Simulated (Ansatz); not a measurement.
The system is SnO2.

```
Sn O
1.0
     1.61709    0.93363    4.80059
    -1.61709    0.93363    4.80059
     0.00000   -1.86726    4.80059
Sn O
1 2
Direct
  0.50000 0.50000 0.50000
  0.76283 0.76283 0.76283
  0.23717 0.23717 0.23717
```

Measurements of this composition are mostly on another form, of space group No. 136.

Program: Ansatz 0.2.0. Alike in all runs: task band structure; potentials or basis Ansatz PAW; cell as given; smearing fermi-dirac 0.05 eV.

Order these runs on this cell by their pressure, lowest first.
A. level LDA; spin off; k mesh 10 × 10 × 10; cutoff (eV) 420
B. level r2SCAN; spin SOC, no magnetisation; k mesh 7 × 7 × 7; cutoff (eV) 500
C. level PBEsol; spin off; k mesh 10 × 10 × 10; cutoff (eV) 420

A (-9.1 GPa), B (-7.2 GPa), C (-5.1 GPa).

Caveats: the PAW data sets come from PBE, with cores solved anew for the run's functional, which leaves a small shift of forces and pressure.

Not every run made on this cell is shown here.
